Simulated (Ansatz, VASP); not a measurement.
# One calculation of Li2O, two programs

```
CELL_PARAMETERS angstrom
0.00000 2.31303 2.31303
2.31303 0.00000 2.31303
2.31303 2.31303 0.00000
ATOMIC_POSITIONS crystal
Li 0.25000 0.25000 0.25000
Li 0.75000 0.75000 0.75000
O 0.00000 0.00000 0.00000
```

Alike in both runs: task single point; functional PBE; k mesh 8 × 8 × 8; occupations gaussian, width 0.02 eV; no spin polarisation.

|  | VASP | Ansatz |
| --- | --- | --- |
| version | VASP 6.6.1 | Ansatz 0.2.0 |
| potentials or method | VASP PAW PBE potentials, release 64 (Li_sv, O) | scalar-relativistic, plane waves, PAW |
| plane-wave cutoff (eV) | 520 | 420 |
| valence electrons in the cell | 12 | 12 |

```tsv
	VASP	Ansatz	Ansatz less VASP
gap on the k mesh at the Fermi level (eV)	4.96	4.98	+0.020
least direct gap on the mesh (eV)	5.25	5.24	-0.010
```

 Expect the measured gap to be larger: semilocal functionals such as PBE lack the derivative discontinuity. A k mesh can miss the band edges.
